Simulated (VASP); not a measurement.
Here is a VASP 6.6.1 calculation.

INCAR

```
ALGO = Normal ; EDIFF = 1E-6
ENCUT = 520 ; ISIF = 2
ISMEAR = 0 ; KPAR = 4
LASPH = T ; LCHARG = F
LMIXTAU = T ; LREAL = F
LWAVE = F ; METAGGA = R2SCAN
NELM = 150 ; PREC = Accurate
SIGMA = 0.1
```

KPOINTS

```
k-points
0
Gamma
  12 12 4
```

The input POSCAR:

```
ZnGe2N2                                 
1.0
    3.1153854862      0.0000000000      0.0000000000
   -1.5576927431      2.6980029676      0.0000000000
   -0.0000000000     -0.0000000000      8.0743467615
  Zn              Ge              N             
     1     2     2
Direct
     0.0000000000000000    0.0000000000000000    0.0000000000000000
     0.3333333300000021    0.6666666699999979    0.3571732910834448
     0.6666666699999979    0.3333333300000021    0.6428267089165551
     0.0000000000000000    0.0000000000000000    0.7517459528761792
     0.0000000000000000    0.0000000000000000    0.2482540471238209
```

Potentials or basis: VASP PAW PBE potentials, release 64 (Zn, Ge_d, N).

Run with:

```sh
$ cat potpaw_PBE.64/Zn/POTCAR potpaw_PBE.64/Ge_d/POTCAR potpaw_PBE.64/N/POTCAR > POTCAR
$ mpirun -np 4 vasp_std > vasp.out
```

(1) Estimate the pressure.

(2) What does it give for the band gap on the k mesh?

(3) What does it give for the largest force?

## Answers

(1) -4.5 GPa.

(2) none (metal or under the smearing width).

(3) 0.191 eV/Å.

Caveat: the PAW data sets were made with another functional, which shifts forces and pressure a little.
